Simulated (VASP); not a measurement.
# N2 in VASP: notebook

One molecule, N2, is run at these levels: PBE; tasks: single point, relaxation of the atoms.

Program: VASP 6.6.1. These are calculated values, not measurements. Logs are shortened: lines on timing, memory, paths and dates and some standing lists are left out, and cuts for length are marked.

## Step 1: The molecule as given

The cell holds a molecule in a box, 2 atoms: a = 11.000 Å, b = 11.500 Å, c = 12.000 Å, α = 90.00°, β = 90.00°, γ = 90.00°.

## Step 2: Single point, PBE

File INCAR:

```
SYSTEM = N
  PREC = Accurate
  ENCUT = 520
  EDIFF = 1E-6
  ISMEAR = 0
  SIGMA = 0.01
  LREAL = .FALSE.
  LASPH = .TRUE.
  NELM = 100
  ALGO = Fast
  ISIF = 2
  LWAVE = .FALSE.
  LCHARG = .FALSE.
  GGA = PE
  NBANDS = 12
```

File KPOINTS:

```
Automatic mesh
0
G
  1 1 1
  0 0 0
```

File POSCAR:

```
N
1.0
   11.0000000000      0.0000000000      0.0000000000
    0.0000000000     11.5000000000      0.0000000000
    0.0000000000      0.0000000000     12.0000000000
N
2
Direct
    0.5000000000      0.5000000000      0.4540848880
    0.5000000000      0.5000000000      0.5459151120
```

Potentials or basis: VASP PAW PBE potentials, release 64 (N).

Command:

```
$ cat potpaw_PBE.64/N/POTCAR > POTCAR
$ mpirun -np 1 vasp_gam > vasp.out
```

OUTCAR:

```text
SYSTEM = N
   PREC = Accurate
   ENCUT = 520
   EDIFF = 1E-6
   ISMEAR = 0
   LREAL = .FALSE.
   LASPH = .TRUE.
   NELM = 100
   ISIF = 2
   GGA = PE

 ion  position               nearest neighbor table
   1  0.500  0.500  0.454-   2 1.10
   2  0.500  0.500  0.546-   1 1.10

  LATTYP: Found a simple orthorhombic cell.
 ALAT       =    11.0000000000
 B/A-ratio  =     1.0454545455
 C/A-ratio  =     1.0909090909

  Lattice vectors:

 A1 = (  11.0000000000,   0.0000000000,   0.0000000000)
 A2 = (   0.0000000000,  11.5000000000,   0.0000000000)
 A3 = (   0.0000000000,   0.0000000000,  12.0000000000)

Analysis of symmetry for initial positions (statically):
=====================================================================
 Subroutine PRICEL returns:
 Original cell was already a primitive cell.

 Routine SETGRP: Setting up the symmetry group for a
 simple orthorhombic supercell.

 Subroutine GETGRP returns: Found  8 space group operations
 (whereof  8 operations were pure point group operations)
 out of a pool of  8 trial point group operations.

The static configuration has the point symmetry D_2h.

Analysis of symmetry for dynamics (positions and initial velocities):
=====================================================================
 Subroutine PRICEL returns:
 Original cell was already a primitive cell.

 Routine SETGRP: Setting up the symmetry group for a
 simple orthorhombic supercell.

 Subroutine GETGRP returns: Found  8 space group operations
 (whereof  8 operations were pure point group operations)
 out of a pool of  8 trial point group operations.

The dynamic configuration has the point symmetry D_2h.

 Subroutine INISYM returns: Found  8 space group operations
 (whereof  8 operations are pure point group operations),
 and found     1 'primitive' translations

----------------------------------------------------------------------------------------

                                     Primitive cell

  volume of cell :    1518.0000

  direct lattice vectors                    reciprocal lattice vectors
    11.000000000  0.000000000  0.000000000     0.090909091  0.000000000  0.000000000
     0.000000000 11.500000000  0.000000000     0.000000000  0.086956522  0.000000000
     0.000000000  0.000000000 12.000000000     0.000000000  0.000000000  0.083333333

  length of vectors
    11.000000000 11.500000000 12.000000000     0.090909091  0.086956522  0.083333333

  position of ions in fractional coordinates (direct lattice)
     0.500000000  0.500000000  0.454084888
     0.500000000  0.500000000  0.545915112

  ion indices of the primitive-cell ions
   primitive index   ion index
                 1           1
                 2           2

----------------------------------------------------------------------------------------

 KPOINTS: Automatic mesh

Automatic generation of k-mesh.
 Grid dimensions read from file:
 generate k-points for:    1    1    1

 Generating k-lattice:

  Cartesian coordinates                     Fractional coordinates (reciprocal lattice)
     0.090909091  0.000000000  0.000000000     1.000000000  0.000000000  0.000000000
     0.000000000  0.086956522  0.000000000     0.000000000  1.000000000  0.000000000
     0.000000000  0.000000000  0.083333333     0.000000000  0.000000000  1.000000000

  Length of vectors
     0.090909091  0.086956522  0.083333333

  Shift w.r.t. Gamma in fractional coordinates (k-lattice)
     0.000000000  0.000000000  0.000000000

 Subroutine IBZKPT returns following result:
 ===========================================

 Found      1 irreducible k-points:

 Following reciprocal coordinates:
            Coordinates               Weight
  0.000000  0.000000  0.000000      1.000000
   k-points           NKPTS =      1   k-points in BZ     NKDIM =      1   number of bands    NBANDS=     12
   number of dos      NEDOS =    301   number of ions     NIONS =      2
   total plane-waves  NPLWV = 680400
   dimension x,y,z NGX =    84 NGY =   90 NGZ =   90
   dimension x,y,z NGXF=   168 NGYF=  180 NGZF=  180
   ions per type =               2
   NGX,Y,Z   is equivalent  to a cutoff of  12.70, 13.01, 12.47 a.u.
   NGXF,Y,Z  is equivalent  to a cutoff of  25.39, 26.02, 24.94 a.u.
 SYSTEM =  N
   PREC   = accura    normal or accurate (medium, high low for compatibility)
   ISTART =      0    job   : 0-new  1-cont  2-samecut
   ICHARG =      2    charge: 1-file 2-atom 10-const
   ISPIN  =      1    spin polarized calculation?
   LNONCOLLINEAR =      F non collinear calculations
   LSORBIT =      F    spin-orbit coupling
   LASPH  =      T    aspherical Exc in radial PAW
   ENCUT  =  520.0 eV  38.22 Ry    6.18 a.u.  20.45 21.38 22.31*2*pi/ulx,y,z
   NELM   =    100;   NELMIN=  2; NELMDL= -5     # of ELM steps
   EDIFF  = 0.1E-05   stopping-criterion for ELM
   LREAL  =      F    real-space projection
   EDIFFG = 0.1E-04   stopping-criterion for IOM
   NSW    =      0    number of steps for IOM
   IBRION =     -1    ionic relax: 0-MD 1-quasi-New 2-CG
   NFREE  =      0    steps in history (QN), initial steepest desc. (CG)
   ISIF   =      2    stress and relaxation
   ISYM   =      2    0-nonsym 1-usesym 2-fastsym
   POTIM  = 0.5000    time-step for ionic-motion
   TEBEG  =    0.0;   TEEND  =   0.0 temperature during run
   PSTRESS=    0.0 pullay stress
   NELECT =      10.0000    total number of electrons
   NUPDOWN=      -1.0000    fix difference up-down
   EMIN   =  10.00;   EMAX   =-10.00  energy-range for DOS
   EFERMI =   0.00;   METHOD = LEGACY
   ISMEAR =     0;   SIGMA  =   0.01  broadening in eV -4-tet -1-fermi 0-gaus
   EFERMI_NEDOS =   21; number of points for ismear=-14 and -15
   IALGO  =     68    algorithm
   IMIX   =      4    mixing-type and parameters
     AMIX     =   0.40;   BMIX     =  1.00
     AMIX_MAG =   1.60;   BMIX_MAG =  1.00
  volume/ion in A,a.u.               =     759.00      5121.98
  Fermi-wavevector in a.u.,A,eV,Ry     =   0.306891  0.579940  1.281426  0.094182
  Thomas-Fermi vector in A             =   1.181261
   LORBIT       =      0    0 simple, 1 ext, 2 COOP (PROOUT), +10 PAW based schemes
   GGA     = PE    functional components
   LHFCALC =     F    Hartree Fock is set to
   AEXX    =    0.0000 exact exchange contribution
   IVDW    =     0    specifies the selected vdW correction
   LEPSILON=     F    determine dielectric tensor
   LRPA    =     F    only Hartree local field effects (RPA)
 non-spin polarized calculation
 RMM-DIIS sequential band-by-band and
 Gauss-broadening in eV      SIGMA  =   0.01
  energy-cutoff  :      520.00
  volume of cell :     1518.00
 maximum number of plane-waves:     20458
 NGX is ok and might be reduce to    84
   NGX = 41   NGY = 43   NGZ = 45

 number of electron      10.0000000 magnetization

 Free energy of the ion-electron system (eV)
  ---------------------------------------------------
  ext. energy  EPLUGINS =         0.00000000
  ---------------------------------------------------
  free energy    TOTEN  =       -16.64217460 eV

  energy without entropy =      -16.64217460  energy(sigma->0) =      -16.64217460

 E-fermi : -10.0738     XC(G=0):  -0.4116

 val. band max:      -10.1216646937   @ k =   0.0000   0.0000   0.0000
 cond. band min:      -1.9203746569   @ k =   0.0000   0.0000   0.0000
 fundamental gap:      8.2012900369
 Fermi energy:       -10.0738417454

 k-point     1 :       0.0000    0.0000    0.0000
  band No.  band energies     occupation
      1     -28.2788      2.00000
      2     -13.3866      2.00000
      3     -11.5450      2.00000
      4     -11.5450      2.00000
      5     -10.1217      2.00000
      6      -1.9204      0.00000
      7      -1.9203      0.00000
      8      -0.1684      0.00000
      9       0.8260      0.00000
     10       0.8488      0.00000
     11       0.8657      0.00000
     12       0.9505      0.00000

------------------------ aborting loop because EDIFF is reached ----------------------------------------

  FORCE on cell =-STRESS in cart. coord.  units (eV):
  Direction    XX          YY          ZZ          XY          YZ          ZX
  --------------------------------------------------------------------------------------
  -------------------------------------------------------------------------------------
  Total       -0.0571796     -0.0586162      1.8641165      0.0000000      0.0000000      0.0000000
  in kB       -0.0603504     -0.0618667      1.9674869      0.0000000      0.0000000      0.0000000
  external PRESSURE =       0.6150900 kB  Pullay stress =       0.0000000 kB

 VOLUME and BASIS-vectors are now :
 -----------------------------------------------------------------------------
  energy-cutoff  :      520.00
  volume of cell :     1518.00
      direct lattice vectors                 reciprocal lattice vectors
    11.000000000  0.000000000  0.000000000     0.090909091  0.000000000  0.000000000
     0.000000000 11.500000000  0.000000000     0.000000000  0.086956522  0.000000000
     0.000000000  0.000000000 12.000000000     0.000000000  0.000000000  0.083333333

 POSITION                                       TOTAL-FORCE (eV/Angst)
 -----------------------------------------------------------------------------------
      5.50000      5.75000      5.44902         0.000000      0.000000     -1.770451
      5.50000      5.75000      6.55098         0.000000      0.000000      1.770451
 -----------------------------------------------------------------------------------
    total drift:                                0.000000     -0.000000      0.000000

  FREE ENERGIE OF THE ION-ELECTRON SYSTEM (eV)
  ---------------------------------------------------
  free  energy   TOTEN  =       -16.6421745984 eV

  energy  without entropy=      -16.6421745984  energy(sigma->0) =      -16.64217460
```

It took 85 s on 1 thread of Intel Xeon Platinum 8488C (Sapphire Rapids), shared host; peak memory 1.1 GiB.

What came out:

```
Free energy                     : -16.6422 eV
Largest force                   : 1.770 eV/Å
Gap between the frontier levels : 8.20 eV
```

Forces in eV/Å, atoms in the order of the input:
```
N    0.000  0.000 -1.770
N    0.000  0.000  1.770
```

Levels at points of the mesh, in eV from the valence-band top:
```
           k point  band 1  band 2  band 3  band 4  band 5  band 6  band 7  band 8  band 9  band 10
(0.00, 0.00, 0.00)  -18.16   -3.26   -1.42   -1.42    0.00    8.20    8.20    9.95   10.95    10.97
```

Caveat: the standard files for N, O and F lose accuracy on very short bonds.

## Step 3: Relaxation of the atoms, PBE

File INCAR:

```
SYSTEM = N
PREC = Accurate ; ENCUT = 520
EDIFF = 1E-6 ; ISMEAR = 0
SIGMA = 0.01 ; LREAL = .False.
LASPH = .True. ; NELM = 100
ALGO = Normal ; ISIF = 2
LWAVE = .False. ; LCHARG = .False.
GGA = PE ; IBRION = 2
NSW = 80 ; EDIFFG = -0.001
```

File KPOINTS:

```
Automatic mesh
0
Gamma
  1 1 1
  0 0 0
```

File POSCAR:

```
N
1.0
   11.0000000000      0.0000000000      0.0000000000
    0.0000000000     11.5000000000      0.0000000000
    0.0000000000      0.0000000000     12.0000000000
N
2
Direct
    0.5000000000      0.5000000000      0.4541666667
    0.5000000000      0.5000000000      0.5458333333
```

Potentials or basis: VASP PAW PBE potentials, release 64 (N).

Command:

```
$ cat potpaw_PBE.64/N/POTCAR > POTCAR
$ mpirun -np 1 vasp_gam > vasp.out
```

It took 6.4 min on 1 thread of Intel Xeon Platinum 8488C (Sapphire Rapids), shared host; peak memory 1.2 GiB.

Results (log left out):

```
Free energy                     : -16.6520 eV
Energy gained by relaxing       : 6.8 meV/atom
Ionic steps                     : 14
Gap between the frontier levels : 8.07 eV
```

The path:
```tsv
step	energy change (eV)	largest force (eV/Å)	pressure (GPa)
1	0.0000	2.0956	0.07
2	1.6821	14.0381	-0.65
3	-0.0134	0.1988	-0.01
4	-0.0136	0.0094	-0.01
5	-0.0136	0.0277	0.00
6	-0.0136	0.0261	-0.01
7	-0.0136	0.0136	-0.01
8	-0.0136	0.0126	-0.01
9	-0.0136	0.0121	-0.01
10	-0.0136	0.0110	-0.01
11	-0.0136	0.0088	-0.01
12	-0.0136	0.0043	-0.01
13	-0.0136	0.0045	-0.01
14	-0.0136	0.0007	-0.01
```

Final structure:
```yaml
crystal:
  lattice:
    - [11.00000, 0.00000, 0.00000]
    - [0.00000, 11.50000, 0.00000]
    - [0.00000, 0.00000, 12.00000]
  atoms:
    - { symbol: N, position: [0.50000, 0.50000, 0.45362] }
    - { symbol: N, position: [0.50000, 0.50000, 0.54638] }
```

Levels at points of the mesh, in eV from the valence-band top:
```csv
k point,band 2,band 3,band 4,band 5,band 6,band 7,band 8,band 9
"(0.00, 0.00, 0.00)",-3.35,-1.34,-1.34,0.00,8.07,8.07,9.95,10.94
```

Caveat: the standard files for N, O and F lose accuracy on very short bonds.

## Step 4: Single point, PBE

File INCAR:

```
SYSTEM = N
PREC = Accurate
ENCUT = 520
EDIFF = 1E-6
ISMEAR = 0
SIGMA = 0.01
LREAL = .False.
LASPH = .True.
NELM = 100
ALGO = Fast
ISIF = 2
LWAVE = .False.
LCHARG = .False.
GGA = PE
NBANDS = 12
```

File KPOINTS:

```
regular mesh
0
Gamma
  1 1 1
  0 0 0
```

File POSCAR:

```
N
1.0
   11.0000000000      0.0000000000      0.0000000000
    0.0000000000     11.5000000000      0.0000000000
    0.0000000000      0.0000000000     12.0000000000
N
2
Direct
    0.5000000000      0.5000000000      0.4540848880
    0.5000000000      0.5000000000      0.5484151120
```

Command:

```
$ cat potpaw_PBE.64/N/POTCAR > POTCAR
$ mpirun -np 1 vasp_gam > vasp.out
```

Run time: 99 s. Hardware: 1 thread of Intel Xeon Platinum 8488C (Sapphire Rapids), shared host; peak memory 1.1 GiB.

Results (log left out):

```yaml
Free_energy: -16.6266 eV
Largest_force: 2.638 eV/Å
Gap_between_the_frontier_levels: 7.84 eV
```

Forces in eV/Å, atoms in the order of the input:
```
N    0.000  0.000  2.638
N    0.000  0.000 -2.638
```

Levels at points of the mesh, in eV from the valence-band top:
```tsv
k point	band 2	band 3	band 4	band 5	band 6	band 7	band 8	band 9
(0.00, 0.00, 0.00)	-3.50	-1.20	-1.20	0.00	7.84	7.84	9.93	10.92
```

Caveat: the standard files for N, O and F lose accuracy on very short bonds.
